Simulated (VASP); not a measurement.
# Cu2O (Pn-3m) in VASP: notebook, part 2 of 2

VASP 6.6.1. Earlier steps stand in the parts before.

**4. Single point, PBE, collinear spin, ferromagnetic start (a relaxed cell with its volume scaled by 1.03)**

INCAR

```
SYSTEM = Cu2O
PREC = Accurate
ENCUT = 520
EDIFF = 1E-7
ISMEAR = 0
SIGMA = 0.02
LREAL = .False.
LASPH = .True.
NELM = 120
ALGO = Normal
ISIF = 2
LWAVE = .False.
LCHARG = .False.
ISPIN = 2
MAGMOM = 1 1 1 1 0 0
LORBIT = 11
LMAXMIX = 4
GGA = PE
KPAR = 8
```

KPOINTS

```
Automatic mesh
0
Gamma
  8 8 8
  0 0 0
```

POSCAR

```
Cu2O                                    
1.0
    4.3505858806      0.0000000000      0.0000000000
   -0.0000000000      4.3505858806      0.0000000000
    0.0000000000      0.0000000000      4.3505858806
  Cu              O             
     4     2
Direct
     0.2500000000000000    0.2500000000000000    0.2500000000000000
     0.2500000000000000    0.7500000000000000    0.7500000000000000
     0.7500000000000000    0.7500000000000000    0.2500000000000000
     0.7500000000000000    0.2500000000000000    0.7500000000000000
     0.0000000000000000    1.0000000000000000    1.0000000000000000
     0.5000000000000000    0.5000000000000000    0.5000000000000000
```

Potentials or basis: VASP PAW PBE potentials, release 64 (Cu, O).

On the command line:

```sh
$ cat potpaw_PBE.64/Cu/POTCAR potpaw_PBE.64/O/POTCAR > POTCAR
$ mpirun -np 8 vasp_std > vasp.out
```

OUTCAR:

```text
SYSTEM = Cu2O
   PREC = Accurate
   ENCUT = 520
   EDIFF = 1E-7
   ISMEAR = 0
   LREAL = .False.
   LASPH = .True.
   NELM = 120
   ISIF = 2
   ISPIN = 2
   LORBIT = 11
   GGA = PE

 ion  position               nearest neighbor table
   1  0.250  0.250  0.250-   5 1.88   6 1.88
   2  0.250  0.750  0.750-   5 1.88   6 1.88
   3  0.750  0.750  0.250-   5 1.88   6 1.88
   4  0.750  0.250  0.750-   5 1.88   6 1.88
   5  0.000  0.000  0.000-   1 1.88   2 1.88   3 1.88   4 1.88
   6  0.500  0.500  0.500-   1 1.88   2 1.88   3 1.88   4 1.88

  LATTYP: Found a simple cubic cell.
 ALAT       =     4.3505858806

  Lattice vectors:

 A1 = (   4.3505858806,   0.0000000000,   0.0000000000)
 A2 = (   0.0000000000,   4.3505858806,   0.0000000000)
 A3 = (   0.0000000000,   0.0000000000,   4.3505858806)

Analysis of symmetry for initial positions (statically):
=====================================================================
 Subroutine PRICEL returns:
 Original cell was already a primitive cell.

 Routine SETGRP: Setting up the symmetry group for a
 simple cubic supercell.

 Subroutine GETGRP returns: Found 48 space group operations
 (whereof 24 operations were pure point group operations)
 out of a pool of 48 trial point group operations.

The static configuration has the point symmetry T_d .
 The point group associated with its full space group is O_h .

Analysis of symmetry for dynamics (positions and initial velocities):
=====================================================================
 Subroutine PRICEL returns:
 Original cell was already a primitive cell.

 Routine SETGRP: Setting up the symmetry group for a
 simple cubic supercell.

 Subroutine GETGRP returns: Found 48 space group operations
 (whereof 24 operations were pure point group operations)
 out of a pool of 48 trial point group operations.

The dynamic configuration has the point symmetry T_d .
 The point group associated with its full space group is O_h .

Analysis of structural, dynamic, and magnetic symmetry:
[... 182 lines left out ...]
      1     -15.5656      1.00000
      2     -14.9418      1.00000
      3      -2.6317      1.00000
      4      -2.6317      1.00000
      5      -2.6317      1.00000
      6      -0.3916      1.00000
[... 901 lines left out ...]
     34       9.9228      0.00000
     35      13.0257      0.00000

 [... further k-points ...]

 spin component 2

 k-point     1 :       0.0000    0.0000    0.0000
  band No.  band energies     occupation
      1     -15.5656      1.00000
      2     -14.9418      1.00000
      3      -2.6317      1.00000
      4      -2.6317      1.00000
      5      -2.6317      1.00000
      6      -0.3916      1.00000
[... 901 lines left out ...]
     34       9.9228      0.00000
     35      13.0227      0.00000

 [... further k-points ...]

------------------------ aborting loop because EDIFF is reached ----------------------------------------

  FORCE on cell =-STRESS in cart. coord.  units (eV):
  Direction    XX          YY          ZZ          XY          YZ          ZX
  --------------------------------------------------------------------------------------
  -------------------------------------------------------------------------------------
  Total       -1.5745470     -1.5745470     -1.5745470     -0.0000000      0.0000000     -0.0000000
  in kB      -30.6353586    -30.6353586    -30.6353586     -0.0000000      0.0000000     -0.0000000
  external PRESSURE =     -30.6353586 kB  Pullay stress =       0.0000000 kB

 VOLUME and BASIS-vectors are now :
 -----------------------------------------------------------------------------
  energy-cutoff  :      520.00
  volume of cell :       82.35
      direct lattice vectors                 reciprocal lattice vectors
     4.350585881  0.000000000  0.000000000     0.229854100  0.000000000  0.000000000
     0.000000000  4.350585881  0.000000000     0.000000000  0.229854100  0.000000000
     0.000000000  0.000000000  4.350585881     0.000000000  0.000000000  0.229854100

 POSITION                                       TOTAL-FORCE (eV/Angst)
 -----------------------------------------------------------------------------------
      1.08765      1.08765      1.08765         0.000000     -0.000000     -0.000000
      1.08765      3.26294      3.26294         0.000000      0.000000      0.000000
      3.26294      3.26294      1.08765        -0.000000      0.000000      0.000000
      3.26294      1.08765      3.26294        -0.000000      0.000000      0.000000
      0.00000      0.00000      0.00000         0.000000     -0.000000      0.000000
      2.17529      2.17529      2.17529         0.000000     -0.000000      0.000000
 -----------------------------------------------------------------------------------
    total drift:                               -0.000000      0.000000      0.000000

  FREE ENERGIE OF THE ION-ELECTRON SYSTEM (eV)
  ---------------------------------------------------
  free  energy   TOTEN  =       -27.2675910032 eV

  energy  without entropy=      -27.2675910032  energy(sigma->0) =      -27.26759100

 total charge

# of ion       s       p       d       tot
------------------------------------------
    1        0.403   0.287   9.222   9.913
    2        0.403   0.287   9.222   9.913
    3        0.403   0.287   9.222   9.913
    4        0.403   0.287   9.222   9.913
    5        1.544   3.449   0.000   4.993
    6        1.544   3.449   0.000   4.993
--------------------------------------------------
tot          4.702   8.048  36.890  49.640

 magnetization (x)

# of ion       s       p       d       tot
------------------------------------------
    1        0.000   0.000   0.000   0.000
    2        0.000   0.000   0.000   0.000
    3        0.000   0.000   0.000   0.000
    4        0.000   0.000   0.000   0.000
    5        0.000  -0.000   0.000  -0.000
    6        0.000  -0.000   0.000  -0.000
--------------------------------------------------
tot          0.000  -0.000   0.000   0.000
```

OSZICAR:

```text
N       E                     dE             d eps       ncg     rms          rms(c)
DAV:   1     0.532634805613E+03    0.53263E+03   -0.25253E+04  4900   0.247E+03
DAV:   2     0.611669040822E+02   -0.47147E+03   -0.45453E+03  4944   0.459E+02
DAV:   3    -0.263842083695E+02   -0.87551E+02   -0.83771E+02  6723   0.219E+02
DAV:   4    -0.325179963479E+02   -0.61338E+01   -0.60232E+01  7407   0.634E+01
DAV:   5    -0.325835680752E+02   -0.65572E-01   -0.65450E-01  6669   0.856E+00    0.217E+01
DAV:   6    -0.306750580672E+02    0.19085E+01   -0.60158E+01  6634   0.140E+02    0.132E+01
DAV:   7    -0.271593198911E+02    0.35157E+01   -0.15053E+01  6353   0.948E+01    0.329E+00
DAV:   8    -0.273014240236E+02   -0.14210E+00   -0.22109E+00  5875   0.811E+00    0.155E+00
DAV:   9    -0.272709468479E+02    0.30477E-01   -0.75771E-02  6962   0.344E+00    0.756E-01
DAV:  10    -0.272693890197E+02    0.15578E-02   -0.26114E-02  7946   0.245E+00    0.350E-01
DAV:  11    -0.272675320835E+02    0.18569E-02   -0.50519E-03  7634   0.803E-01    0.104E-01
DAV:  12    -0.272675949967E+02   -0.62913E-04   -0.15650E-03  7571   0.334E-01    0.400E-02
DAV:  13    -0.272675898961E+02    0.51005E-05   -0.10683E-04  6973   0.127E-01    0.131E-02
DAV:  14    -0.272675912717E+02   -0.13756E-05   -0.18360E-05  7115   0.405E-02    0.316E-03
DAV:  15    -0.272675910148E+02    0.25689E-06   -0.62008E-07  5584   0.139E-02    0.113E-03
DAV:  16    -0.272675910032E+02    0.11582E-07   -0.43543E-08  3033   0.387E-03
   1 F= -.27267591E+02 E0= -.27267591E+02  d E =-.328315E-15  mag=    -0.0000
```

stdout:

```text
POSCAR found type information on POSCAR CuO
 POSCAR found :  2 types and       6 ions
 scaLAPACK will be used
 -----------------------------------------------------------------------------
|                                                                             |
|           W    W    AA    RRRRR   N    N  II  N    N   GGGG   !!!           |
|           W    W   A  A   R    R  NN   N  II  NN   N  G    G  !!!           |
|           W    W  A    A  R    R  N N  N  II  N N  N  G       !!!           |
|           W WW W  AAAAAA  RRRRR   N  N N  II  N  N N  G  GGG   !            |
|           WW  WW  A    A  R   R   N   NN  II  N   NN  G    G                |
|           W    W  A    A  R    R  N    N  II  N    N   GGGG   !!!           |
|                                                                             |
|     For optimal performance we recommend to set                             |
|     This setting can greatly improve the performance of VASP for DFT.       |
|     The default, NCORE=1 might be grossly inefficient on modern             |
|     multi-core architectures or massively parallel machines. Do your        |
|     Unfortunately you need to use the default for GW and RPA                |
|     calculations (for HF NCORE is supported but not extensively tested      |
|     yet).                                                                   |
|                                                                             |
 -----------------------------------------------------------------------------

 LDA part: xc-table for (Slater+PW92), standard interpolation
 POSCAR, INCAR and KPOINTS ok, starting setup
 FFT: planning ... GRIDC
 FFT: planning ... GRID_SOFT
 FFT: planning ... GRID
 WAVECAR not read
 entering main loop
```

Run time: 37 s. Hardware: 8 MPI ranks of Intel Xeon Platinum 8488C (Sapphire Rapids), shared host; peak memory 0.31 GiB.

What came out:

| Item | Value |
| --- | --- |
| Free energy | -27.2676 eV |
| Pressure | -3.1 GPa |
| Band gap on the k mesh | 0.41 eV, direct |
| Net moment | 0.00 μB per cell |
| Valence electrons inside the program's atomic spheres | Cu 9.91; O 4.99 |

A k mesh can miss the band edges.

**5. The runs side by side**

| cell | gap on the mesh (eV) | pressure (GPa) | moment (μB) |
| --- | --- | --- | --- |
| as given | 0.47 | 0.0 | 0.00 |
| a relaxed cell with its volume scaled by 0.97 | 0.53 | 3.6 | 0.00 |
| a relaxed cell with its volume scaled by 1.03 | 0.41 | -3.1 | 0.00 |

Alike in all rows: task single point; level PBE; potentials or basis VASP PAW PBE potentials, release 64 (Cu, O); spin collinear, ferromagnetic start; k mesh 8 × 8 × 8; cutoff (eV) 520; smearing gaussian 0.02 eV.

Total energies depend on the potentials used, so only differences within one code and one set of settings carry meaning.

**6. Against experiment**

Step 2. A measured gap of Cu2O is 2.17 eV (direct; quoted in “Importance of surface oxygen vacancies for ultrafast hot carrier relaxation and transport in Cu2O”, 2021, arxiv:2103.03167); the calculated 0.47 eV misses it by -1.70 eV. So large a miss can be the level of theory's own, or it may mean another phase, state or a wrong row. The value is that of PBE on a finite k mesh, which can miss the band edges, without temperature or zero-point motion. Semilocal functionals fall short of measured gaps as a rule.
